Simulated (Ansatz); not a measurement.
LiI (rock salt), relaxed and computed with several functionals in Ansatz (plane waves, PAW).

```csv
functional,a (Å),gap (eV),B₀ by P(V) fit (GPa)
LDA,5.804,4.29,25.7
PBE,6.020,4.24,19.8
HSE06,5.987,5.31,20.6
PBEsol,5.902,4.31,22.6
r²SCAN,6.019,5.00,20.8
```

All cells were relaxed under the symmetry of their starts (and spin orders); stability against distortions was not tested throughout. Spin–orbit coupling is left out wherever it is not named.

Potentials: the later of the program's two PAW sets.

Ansatz (a first-principles code) is a plane-wave DFT program.
